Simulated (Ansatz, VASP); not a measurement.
**Two plane-wave programs on BN**

Contents of POSCAR:

```
BN
1.0
    0.0000000000      3.6898902473      1.9436707384
    1.3213069444      0.0000000000      1.9436707384
    1.3213069444      3.6898902473      0.0000000000
B N
1 1
Direct
    0.0000486500      0.0000486500      0.9999513500
    0.6666513400      0.6666513400      0.3333486600
```

File INCAR.step1:

```
SYSTEM = BN
PREC = Accurate
ENCUT = 520
ISMEAR = 0
SIGMA = 0.05
LREAL = .False.
LASPH = .True.
NELM = 80
NBANDS = 11
GGA = PE
ALGO = Normal
EDIFF = 1E-4
LWAVE = .True.
LCHARG = .False.
```

INCAR.step2

```
SYSTEM = BN
PREC = Accurate
ENCUT = 520
EDIFF = 1E-6
ISMEAR = 0
SIGMA = 0.05
LREAL = .False.
LASPH = .True.
NELM = 80
ALGO = Normal
ISIF = 2
LWAVE = .False.
LCHARG = .True.
METAGGA = R2SCAN
LMIXTAU = .True.
LELF = .True.
LVHAR = .True.
NBANDS = 11
ISTART = 1
```

Contents of KPOINTS:

```
regular mesh
0
Gamma
  12 12 12
  0 0 0
```

Input for Ansatz:

```yaml
crystal:
  lattice:
    - [0.0, 3.6898902473, 1.9436707384]
    - [1.3213069444, 0.0, 1.9436707384]
    - [1.3213069444, 3.6898902473, 0.0]
  atoms:
    - { symbol: B, position: [4.865e-05, 4.865e-05, 0.99995135] }
    - { symbol: "N", position: [0.66665134, 0.66665134, 0.33334866] }
basis:
  ecutwfc: 500
kpoints:
  mp_grid: { grid: [12, 12, 12] }
hamiltonian:
  xc: r2scan
scf:
  occupations: { method: gaussian, width: 0.05 }
output:
  forces: true
  stress: true
  eigenvalues: true
```

Alike in both runs: task single point; functional r2SCAN; k mesh 12 × 12 × 12; occupations gaussian, width 0.05 eV; no spin polarisation.

|  | VASP | Ansatz |
| --- | --- | --- |
| version | VASP 6.6.1 | Ansatz 0.2.0 |
| potentials or method | VASP PAW PBE potentials, release 64 (B, N) | scalar-relativistic, plane waves, PAW |
| plane-wave cutoff (eV) | 520 | 500 |
| valence electrons in the cell | 8 | 8 |

```tsv
	VASP	Ansatz	Ansatz less VASP
gap on the k mesh at the Fermi level (eV)	4.50	4.50	+0.007
least direct gap on the mesh (eV)	5.47	5.42	-0.054
pressure (GPa)	26.3	25.9	-0.41
largest component of the traceless stress (GPa)	80.13	79.81	-0.322
rms of the force components (eV/Å)	2.394	2.399	+0.0048
```

Atom by atom the forces differ by 0.005 eV/Å (rms over components).

Caveats: so large a pressure means that the cell lies far from this level's equilibrium, or that cutoff or potentials fall short (VASP); the potentials were made for another functional, which shifts forces and pressure (VASP). r2SCAN opens gaps a little over a GGA but as a rule still falls short of measured ones. A k mesh can miss the band edges.
